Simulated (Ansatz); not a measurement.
# Si6C: from a guess to a relaxed structure, part 2 of 2

Where does this trial cell of Si6C go when cell and atoms are let free?

Ansatz 0.2.0; DFT PBE, scalar-relativistic, plane waves, PAW. Earlier steps stand in the parts before.

### Step 4. Full relaxation

The end of the coarse run is made exact in the group found at a tolerance of 0.06 Å and reduced to its primitive cell.

input.yaml

```yaml
crystal:
  lattice:
    - [0.0, 3.6630850864, 3.6630850864]
    - [3.6630850864, 0.0, 3.6630850864]
    - [3.6630850864, 3.6630850864, 0.0]
  atoms:
    - { symbol: Si, position: [0.5, 0.5, 0.0] }
    - { symbol: Si, position: [0.5, 0.0, 0.5] }
    - { symbol: Si, position: [0.0, 0.0, 0.5] }
    - { symbol: Si, position: [0.0, 0.5, 0.0] }
    - { symbol: Si, position: [0.0, 0.5, 0.5] }
    - { symbol: Si, position: [0.5, 0.0, 0.0] }
    - { symbol: C, position: [0.0, 0.0, 0.0] }
basis:
  ecutwfc: 420
kpoints:
  mp_grid: { grid: [10, 10, 10] }
hamiltonian:
  xc: pbe
scf:
  occupations: { method: gaussian, width: 0.1 }
output:
  forces: true
  stress: true
  eigenvalues: true
relax:
  adjacent_minimum: "off"
  f_tol: 0.01
  max_steps: 80
  cell: { stress_tol: 0.05 }
```

Started as:

```sh
$ ansatz run input.yaml --threads 1 --pin off --max-ram 2048MiB --backend cpu --events-out ev --progress --plain --runs-dir out
```

Output:

```text
Warning: RAYON_NUM_THREADS=1 ignored (pool sized by the plan → 1); use --threads N
Engine: ansatz 0.2.0, x86_64-unknown-linux-gnu
Pseudopotentials: kind: paw
Pseudopotential: Si, paw, valence charge 4, recommended cutoff 420 eV (normal), Si.paw.azcp
Pseudopotential: C, paw, valence charge 4, recommended cutoff 420 eV (normal), C.paw.azcp
Functional definition: PBE
  parameter kappa = 0.804
  parameter beta = 0.06672455060314922
  exchange = pbe_x(kappa = kappa, mu = beta*pi^2/3)
  correlation = pbe_c(beta = beta)
Crystal: 7 atoms, lattice volume = 98.304 Å³
Basis set: ecut = 420 eV, 1917 PW (Γ), exchange–correlation on 72×72×72 points (8 copies of the dense FFT grid, shifted against one another)
Bands: 21, of which v1, the nominal top of the filled ones, is band 14 counted from 1 (13 counted from 0)
Symmetry: 48 space group operations
Space group: Fm-3m (ITA 225), of the structure as read, at distance tolerance 4.6e-5 Å
k-points: 47 of 1000
Non-local potential: Si, projectors of the file, l = 0: 2, l = 1: 2, l = 2: 2
Non-local potential: C, projectors of the file, l = 0: 2, l = 1: 2, l = 2: 1
PAW form: soft (Blöchl's): semilocal exchange-correlation on the pseudo side does not see the compensation charge
PAW one-centre angular grid: Si, 110 points (default); XC on 64 Gauss nodes
PAW one-centre angular grid: C, 110 points (default); XC on 64 Gauss nodes
Initial density: superposition of atomic densities (neutral atoms: chi_scale 0, normalization atom), corrected by the library's trained network
Initial wavefunctions: pseudopotential atomic-orbital guess
Functional: x = pbe(κ = 0.804, μ = 0.2195149727645171), c = pbe(β = 0.06672455060314922)
SCF iter   1: F=—  HF=-4058.663816 eV  |F-HF|=—  |Δ(HF+E_count)|=         —  Δρ=3.94e-3  dr2=1.94e-2  ethr=1.77e-3  ⟨swp⟩=7.0  Hψ=5821  notcnv=0
preconditioner: auto → Kerker (q_TF=auto, 2.213 Å⁻¹)  [metal: Δε(μ)=0.031 eV  Ē_g=8.018 eV  σ=0.100 eV  W_gap=0.18  n_scr=14 (ndim 8)  ℏωp=19.8 eV  f_vac=0.000  D(μ)=2.68/eV (n_scr^D=14)]
SCF iter   2: F=—  HF=-4058.662363 eV  |F-HF|=—  |Δ(HF+E_count)|=   1.45e-3  Δρ=2.18e-3  dr2=5.74e-3  ethr=6.93e-5  ⟨swp⟩=1.7  Hψ=1523  notcnv=0
SCF iter   3: F=—  HF=-4058.661920 eV  |F-HF|=—  |Δ(HF+E_count)|=   4.43e-4  Δρ=2.77e-4  dr2=9.49e-5  ethr=2.05e-5  ⟨swp⟩=2.7  Hψ=1592  notcnv=0
SCF iter   4: F=—  HF=-4058.661918 eV  |F-HF|=—  |Δ(HF+E_count)|=   1.82e-6  Δρ=7.23e-5  dr2=9.31e-6  ethr=3.39e-7  ⟨swp⟩=2.3  Hψ=1490  notcnv=0
SCF iter   5: F=—  HF=-4058.661925 eV  |F-HF|=—  |Δ(HF+E_count)|=   6.74e-6  Δρ=3.61e-5  dr2=2.27e-6  ethr=3.32e-8  ⟨swp⟩=2.3  Hψ=1454  notcnv=0
SCF iter   6: F=-4058.661926 eV  HF=-4058.661926 eV  |F-HF|=5.50e-9  |Δ(HF+E_count)|=   1.29e-6  Δρ=5.74e-6  dr2=3.43e-8  ethr=3.57e-10  ⟨swp⟩=7.8  Hψ=5264  notcnv=0
SCF 1 converged in 6 iterations: F = -4058.661926 eV  dr2 = 3.43e-8
relax step   1: F+E_penalty+E_count = -4058.66192616 eV  Δ(F+E_penalty+E_count) = +0.000e0 eV  max|allowed force component| = 5.611e-31 eV/Å  Δτ_max = 0.0000 Å  P = +0.718 GPa  Ω = 98.304 Å³  (6 SCF iters, dr2 threshold 1.00e-7 eV, accepted)
Crystal: 7 atoms, lattice volume = 98.798 Å³
Initial density: handed on by an earlier stage of this run
Initial wavefunctions: those handed on with the density
iter 1 solved again at ethr=2.42e-7 eV; its pass at ethr=3.10e-3 eV (dr2=6.79e-5 eV) is discarded
SCF iter   1: F=—  HF=-4058.663267 eV  |F-HF|=—  |Δ(HF+E_count)|=         —  Δρ=2.23e-4  dr2=6.86e-5  ethr=2.42e-7  ⟨swp⟩=2.1  Hψ=6130  notcnv=0
preconditioner: auto → Kerker (q_TF=auto, 2.211 Å⁻¹)  [metal: Δε(μ)=0.058 eV  Ē_g=7.989 eV  σ=0.100 eV  W_gap=0.32  n_scr=14 (ndim 8)  ℏωp=19.8 eV  f_vac=0.000  D(μ)=2.69/eV (n_scr^D=14)]
SCF iter   2: F=—  HF=-4058.663212 eV  |F-HF|=—  |Δ(HF+E_count)|=   5.48e-5  Δρ=1.38e-4  dr2=2.81e-5  ethr=2.42e-7  ⟨swp⟩=1.0  Hψ=987  notcnv=0
SCF iter   3: F=—  HF=-4058.663204 eV  |F-HF|=—  |Δ(HF+E_count)|=   8.29e-6  Δρ=2.17e-5  dr2=8.22e-7  ethr=1.00e-7  ⟨swp⟩=2.5  Hψ=1675  notcnv=0
iter 4 did not close the SCF: its close was put off for the readings that it lacked (scf_convergence_deferred on its scf_iter line)
SCF iter   4: F=-4058.663204 eV  HF=-4058.663204 eV  |F-HF|=3.36e-8  |Δ(HF+E_count)|=   2.84e-7  Δρ=6.20e-6  dr2=9.46e-8  ethr=2.94e-9  ⟨swp⟩=2.5  Hψ=1568  notcnv=0
iter 5 did not close the SCF: its close was put off for the readings that it lacked (scf_convergence_deferred on its scf_iter line)
SCF iter   5: F=-4058.663204 eV  HF=-4058.663204 eV  |F-HF|=1.97e-9  |Δ(HF+E_count)|=   5.47e-8  Δρ=1.51e-6  dr2=3.02e-9  ethr=3.38e-10  ⟨swp⟩=2.2  Hψ=1549  notcnv=0
SCF iter   6: F=-4058.663204 eV  HF=-4058.663204 eV  |F-HF|=2.96e-11  |Δ(HF+E_count)|=   2.74e-9  Δρ=1.84e-7  dr2=2.84e-11  ethr=1.08e-11  ⟨swp⟩=1.1  Hψ=2876  notcnv=0
SCF 2 converged in 6 iterations: F = -4058.663204 eV  dr2 = 2.84e-11
relax step   2: F+E_penalty+E_count = -4058.66320403 eV  Δ(F+E_penalty+E_count) = -1.278e-3 eV  max|allowed force component| = 3.393e-31 eV/Å  Δτ_max = 0.0000 Å  P = +0.253 GPa  Ω = 98.798 Å³  energy of the carried Pulay correction = -2.164e-4 eV  (6 SCF iters, dr2 threshold 7.00e-7 eV, accepted)
Crystal: 7 atoms, lattice volume = 99.069 Å³
iter 1 solved again at ethr=7.13e-8 eV; its pass at ethr=3.10e-3 eV (dr2=2.00e-5 eV) is discarded
SCF iter   1: F=—  HF=-4058.663349 eV  |F-HF|=—  |Δ(HF+E_count)|=         —  Δρ=1.20e-4  dr2=2.01e-5  ethr=7.13e-8  ⟨swp⟩=2.2  Hψ=6140  notcnv=0
preconditioner: auto → Kerker (q_TF=auto, 2.210 Å⁻¹)  [metal: Δε(μ)=0.060 eV  Ē_g=7.975 eV  σ=0.100 eV  W_gap=0.33  n_scr=14 (ndim 8)  ℏωp=19.7 eV  f_vac=0.000  D(μ)=2.67/eV (n_scr^D=14)]
SCF iter   2: F=—  HF=-4058.663304 eV  |F-HF|=—  |Δ(HF+E_count)|=   4.47e-5  Δρ=7.47e-5  dr2=8.20e-6  ethr=7.13e-8  ⟨swp⟩=1.0  Hψ=987  notcnv=0
SCF iter   3: F=—  HF=-4058.663302 eV  |F-HF|=—  |Δ(HF+E_count)|=   2.48e-6  Δρ=1.15e-5  dr2=2.28e-7  ethr=2.93e-8  ⟨swp⟩=2.5  Hψ=1660  notcnv=0
iter 4 did not close the SCF: its close was put off for the readings that it lacked (scf_convergence_deferred on its scf_iter line)
SCF iter   4: F=-4058.663302 eV  HF=-4058.663302 eV  |F-HF|=9.96e-9  |Δ(HF+E_count)|=   7.76e-8  Δρ=3.38e-6  dr2=2.84e-8  ethr=8.16e-10  ⟨swp⟩=2.4  Hψ=1537  notcnv=0
iter 5 did not close the SCF: its close was put off for the readings that it lacked (scf_convergence_deferred on its scf_iter line)
SCF iter   5: F=-4058.663302 eV  HF=-4058.663302 eV  |F-HF|=5.36e-10  |Δ(HF+E_count)|=   1.61e-8  Δρ=8.18e-7  dr2=9.17e-10  ethr=1.01e-10  ⟨swp⟩=2.2  Hψ=1566  notcnv=0
SCF iter   6: F=-4058.663302 eV  HF=-4058.663302 eV  |F-HF|=6.82e-12  |Δ(HF+E_count)|=  7.74e-10  Δρ=9.89e-8  dr2=8.34e-12  ethr=3.27e-12  ⟨swp⟩=1.1  Hψ=2814  notcnv=0
SCF 3 converged in 6 iterations: F = -4058.663302 eV  dr2 = 8.34e-12
relax step   3: F+E_penalty+E_count = -4058.66330183 eV  Δ(F+E_penalty+E_count) = -9.780e-5 eV  max|allowed force component| = 3.240e-31 eV/Å  Δτ_max = 0.0000 Å  P = +0.003 GPa  Ω = 99.069 Å³  energy of the carried Pulay correction = -3.345e-4 eV  (6 SCF iters, dr2 threshold 1.60e-7 eV, accepted)
Initial wavefunctions: pseudopotential atomic-orbital guess (no wavefunctions were taken with the density)
iter 1 solved again at ethr=1.32e-7 eV; its pass at ethr=3.10e-3 eV (dr2=3.70e-5 eV) is discarded
SCF iter   1: F=—  HF=-4058.663695 eV  |F-HF|=—  |Δ(HF+E_count)|=         —  Δρ=1.34e-5  dr2=4.22e-8  ethr=1.32e-7  ⟨swp⟩=3.3  Hψ=8565  notcnv=0
preconditioner: auto → Kerker (q_TF=auto, 2.210 Å⁻¹)  [metal: Δε(μ)=0.061 eV  Ē_g=7.975 eV  σ=0.100 eV  W_gap=0.33  n_scr=14 (ndim 8)  ℏωp=19.7 eV  f_vac=0.000  D(μ)=2.67/eV (n_scr^D=14)]
SCF iter   2: F=—  HF=-4058.663654 eV  |F-HF|=—  |Δ(HF+E_count)|=   4.06e-5  Δρ=7.08e-6  dr2=1.05e-8  ethr=1.51e-10  ⟨swp⟩=2.5  Hψ=1770  notcnv=0
SCF iter   3: F=—  HF=-4058.663654 eV  |F-HF|=—  |Δ(HF+E_count)|=   3.53e-8  Δρ=5.04e-7  dr2=1.72e-10  ethr=3.73e-11  ⟨swp⟩=2.0  Hψ=1594  notcnv=0
iter 4 did not close the SCF: its close was put off for the readings that it lacked (scf_convergence_deferred on its scf_iter line)
SCF iter   4: F=-4058.663654 eV  HF=-4058.663654 eV  |F-HF|=6.37e-12  |Δ(HF+E_count)|=  4.82e-11  Δρ=1.65e-7  dr2=9.98e-12  ethr=1.00e-12  ⟨swp⟩=1.0  Hψ=1009  notcnv=0
iter 5 did not close the SCF: its close was put off for the readings that it lacked (scf_convergence_deferred on its scf_iter line)
SCF iter   5: F=-4058.663654 eV  HF=-4058.663654 eV  |F-HF|=9.09e-13  |Δ(HF+E_count)|=  1.00e-11  Δρ=9.04e-9  dr2=9.74e-14  ethr=1.00e-12  ⟨swp⟩=1.0  Hψ=987  notcnv=0
iter 6 did not close the SCF: its close was put off for the readings that it lacked (scf_convergence_deferred on its scf_iter line)
SCF iter   6: F=-4058.663654 eV  HF=-4058.663654 eV  |F-HF|=4.55e-13  |Δ(HF+E_count)|=  4.55e-13  Δρ=2.43e-9  dr2=1.37e-14  ethr=1.00e-12  ⟨swp⟩=1.0  Hψ=987  notcnv=0
iter 7 did not close the SCF: its close was put off for the readings that it lacked (scf_convergence_deferred on its scf_iter line)
SCF iter   7: F=-4058.663654 eV  HF=-4058.663654 eV  |F-HF|=1.82e-12  |Δ(HF+E_count)|=  1.36e-12  Δρ=9.57e-10  dr2=1.61e-15  ethr=1.00e-12  ⟨swp⟩=1.0  Hψ=987  notcnv=0
SCF iter   8: F=-4058.663654 eV  HF=-4058.663654 eV  |F-HF|=1.36e-12  |Δ(HF+E_count)|=  3.18e-12  Δρ=3.05e-10  dr2=2.32e-16  ethr=1.00e-12  ⟨swp⟩=1.6  Hψ=2237  notcnv=0
SCF 4 converged in 8 iterations: F = -4058.663654 eV  dr2 = 2.32e-16
relax step   4: F+E_penalty+E_count = -4058.66365402 eV  Δ(F+E_penalty+E_count) = -3.522e-4 eV  max|allowed force component| = 4.355e-31 eV/Å  Δτ_max = 0.0000 Å  P = +0.009 GPa  Ω = 99.069 Å³  stress off target by 9.01e-3 GPa  SCF on the basis re-selected at this cell (its energy is not comparable with the rows above)  (8 SCF iters)
basis re-selected at this cell: Δ(F+E_penalty+E_count) = -3.522e-4 eV, ΔP = +0.006 GPa vs the last step (what re-selecting the basis moved, of the pressure what is left beyond the Pulay correction that the steps carried, after the strain that the cell walked since its last selection, with what the two solves' SCF thresholds leave and, on support functions, any second-order correction that the steps lacked; it is no measure of the basis error at this ecutwfc). This SCF's stress stands 9.01e-3 GPa from its target on what of the cell is left free (relax.cell.stress_tol is 5.00e-2 GPa) and its largest allowed force component is 4.36e-31 eV/Å (relax.f_tol is 1.00e-2 eV/Å): within both
SCF converged after 8 iterations
Free energy (F): -4058.663654 eV
Harris-Foulkes:  -4058.663654 eV  (|F-HF|=1.36e-12)
Internal energy: -4058.650302 eV  (E = F + TS)
E sigma→0 (E₀):  -4058.656978 eV
Entropy (-TS):   -0.013352 eV (-1.907 meV/atom)
Fermi energy:    9.892657 eV
--- Per-component energies (eV) ---
  E_band       = 112.210672
  E_kinetic    = 325.139904
  E_local      = -120.320314  (includes V_loc(G=0)·N_el)
  E_nonlocal   = 180.750117
  E_hartree    = 43.115178
  E_xc         = -381.822658
  E_vxc        = -343.448813  (∫ρ·V_xc dr)
  E_paw        = -3170.725139  (= ΣΔE_a)
  E_vpaw       = -16.140622  (= ΣTr[D̂ρ^β])
  E_aug_tail   = 0.000043  (compensation charges beyond the density's cutoff)
  E_ewald      = -934.787433
  E_smearing   = -0.013352  (= −TS)
  E_closure    = -0.000000  (closes the sum)
  Σ components = -4058.663654   (vs F -4058.663654, Δ=0.00e0)
--- Forces (eV/Å), atoms counted from 1 ---
  atom   1  Si     0.00000000     0.00000000     0.00000000
  atom   2  Si     0.00000000     0.00000000     0.00000000
  atom   3  Si     0.00000000     0.00000000     0.00000000
  atom   4  Si    -0.00000000     0.00000000     0.00000000
  atom   5  Si     0.00000000     0.00000000     0.00000000
  atom   6  Si    -0.00000000     0.00000000     0.00000000
  atom   7  C     -0.00000000     0.00000000     0.00000000
  max |Σ_I F_I| component: 8.30e-31 eV/Å
--- Stress (GPa, compression-positive) ---
        0.009014       0.000000       0.000000
        0.000000       0.009014       0.000000
        0.000000       0.000000       0.009014
  P = ⅓ Tr σ = 0.0090 GPa (0.090 kbar)
--- Band table (eV; the first three rows and the last of 47) ---
  k-point 0: bands = ["-4.8546", "1.3274", "2.1530", "2.6989", "2.6989", "2.6989", "3.4440", "3.4440", "3.4440", "5.6579", "5.6579", "5.6579", "6.6066", "6.6066", "10.3704", "12.7106", "12.7106", "12.7106", "14.6146", "14.6146", "14.6146"]
  k-point 1: bands = ["-4.7803", "1.0137", "1.4876", "2.5406", "2.5406", "2.9347", "3.6482", "3.6482", "4.3586", "5.2397", "5.2397", "5.6145", "7.2688", "7.2688", "10.6460", "12.1645", "12.5599", "12.5599", "13.8894", "13.8894", "14.6831"]
  k-point 2: bands = ["-4.5591", "0.0049", "1.0879", "2.3207", "2.3207", "3.3985", "3.7465", "3.7465", "5.0939", "5.0939", "5.2849", "6.0792", "8.4025", "8.4025", "10.9303", "11.5173", "11.7254", "11.7254", "13.3562", "13.3562", "14.8884"]
  k-point 46: bands = ["-2.4642", "-2.0182", "-1.5021", "-0.0111", "2.7167", "3.0292", "4.2120", "5.2647", "7.6027", "7.9152", "8.0394", "8.1143", "8.2807", "9.8478", "10.0745", "11.0281", "11.6006", "12.0025", "12.2391", "12.5452", "13.2940"]
--- Relaxed structure (3 steps of the walk, 3 accepted, 1 SCFs on fresh bases) ---
  F+E_penalty+E_count = -4058.66365402 eV   max|allowed force component| = 4.355e-31 eV/Å   (the final SCF, on the basis selected at the relaxed cell)
  cell:  # Å, volume = 99.0685 Å³
    - [2.0540718507610345e-34, 3.6725570713688134, 3.6725570713688134]
    - [3.6725570713688134, 3.753856114859798e-34, 3.6725570713688134]
    - [3.6725570713688134, 3.6725570713688134, 2.11378324177153e-34]
  atoms:
    - { symbol: Si, position: [0.5, 0.5, 0.0] }
    - { symbol: Si, position: [0.5, 0.0, 0.5] }
    - { symbol: Si, position: [1.4260681713448948e-35, 1.4260681713448948e-35, 0.5] }
    - { symbol: Si, position: [0.0, 0.5, 0.0] }
    - { symbol: Si, position: [0.0, 0.5, 0.5] }
    - { symbol: Si, position: [0.5, 0.0, 0.0] }
    - { symbol: C, position: [2.2707695109175153e-37, -2.784214030209073e-37, -1.4211410801910313e-37] }
```

It took 10 s on 1 thread of AMD EPYC 9R45 (Zen 5), shared host; peak memory 0.47 GiB.

The steps of the relaxation:

| step | energy from step 1 (eV/cell) | largest force component (eV/Å) | pressure (GPa) | volume (Å³) |
| --- | --- | --- | --- | --- |
| 1 | 0.0000 | 0.0000 | 0.72 | 98.30 |
| 2 | -0.0013 | 0.0000 | 0.25 | 98.80 |
| 3 | -0.0014 | 0.0000 | 0.00 | 99.07 |
| 4 | -0.0017 | 0.0000 | 0.01 | 99.07 |

Step 1 is the start. Step 4 repeats the geometry before it on a plane-wave basis chosen anew for that cell, so its energy need not be comparable with the rows above.

Lengths and angles in the start's conventional setting:

|  | before | after | change |
| --- | --- | --- | --- |
| a (Å) | 7.326 | 7.345 | +0.3 % |
| b (Å) | 7.326 | 7.345 | +0.3 % |
| c (Å) | 7.326 | 7.345 | +0.3 % |
| volume (Å³/atom) | 14.04 | 14.15 | +0.8 % |
| shortest distance (Å) | 2.590 | 2.597 | +0.3 % |
| space group (0.01 Å) | Fm-3m | Fm-3m | same |

The run keeps the 48 symmetry operations of the start, so it could not have lowered the symmetry.

### Step 5. What came out

This closing draws on all 2 parts. Changes of volume or cell count from the first structure of part 1.

| quantity | value |
| --- | --- |
| symmetry at the end (tolerance 0.05 Å) | space group Fm-3m (No. 225) |
| conventional cell | a = 7.345 Å, b = 7.345 Å, c = 7.345 Å, α = 90.00°, β = 90.00°, γ = 90.00° |
| volume | 14.15 Å³/atom |
| energy over the elements | +1.02 eV/atom |
| gap on the mesh | none (metal) |

The space group Fm-3m (No. 225) is kept, and the volume per atom shrinks by 9.0 % from the first guess. With a positive formation energy it can't be a ground state. No finished test with a distortion of lower symmetry is shown, so the end may be a saddle point.
